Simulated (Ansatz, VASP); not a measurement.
# KZnF3: VASP beside Ansatz

```
K Zn F
1.0
     4.05000    0.00000    0.00000
     0.00000    4.05000    0.00000
     0.00000    0.00000    4.05000
K Zn F
1 1 3
Direct
  0.00000 0.00000 0.00000
  0.50000 0.50000 0.50000
  0.50000 0.50000 0.00000
  0.00000 0.50000 0.50000
  0.50000 0.00000 0.50000
```

Alike in both runs: task relaxation of cell and atoms; functional PBE; k mesh 6 × 6 × 6; occupations gaussian, width 0.02 eV; no spin polarisation.

```csv
,VASP,Ansatz
version,VASP 6.6.1,Ansatz 0.2.0
potentials or method,"VASP PAW PBE potentials, release 64 (K_sv, Zn, F)","scalar-relativistic, plane waves, PAW"
plane-wave cutoff (eV),600,420
valence electrons in the cell,42,42
```

```tsv
	VASP	Ansatz	Ansatz less VASP
gap on the k mesh at the Fermi level, each at its own relaxed structure (eV)	3.64	3.71	+0.069
relaxed volume (Å³/atom)	14.11	14.06	-0.041
relaxed cell length with the largest relative difference (Å)	4.132	4.128	-0.0040
energy change over the relaxation (meV/atom)	-12	-11	+1.1
```

A k mesh can miss the band edges. As with any semilocal functional, this PBE gap is likely too small. PBE usually gives volumes a little too large and moduli too small.
